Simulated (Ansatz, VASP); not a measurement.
Al: VASP beside Ansatz

```
Al
1.0
     0.00000    2.02481    2.02481
     2.02481    0.00000    2.02481
     2.02481    2.02481    0.00000
Al
1
Direct
  0.00000 0.00000 0.00000
```

Alike in both runs: task single point; functional PBE; k mesh 11 × 11 × 11; occupations gaussian, width 0.014 eV; no spin polarisation.

```csv
,VASP,Ansatz
version,VASP 6.6.1,Ansatz 0.2.0
potentials or method,"VASP PAW PBE potentials, release 64 (Al)",Ansatz PAW
plane-wave cutoff (eV),520,420
valence electrons in the cell,3,3
```

|  | VASP | Ansatz | Ansatz less VASP |
| --- | --- | --- | --- |
| gap on the k mesh at the Fermi level (eV) | none | none | - |
| pressure (GPa) | -0.5 | -0.5 | +0.04 |

A gap of «none» marks a metal or a gap that the smearing closes.
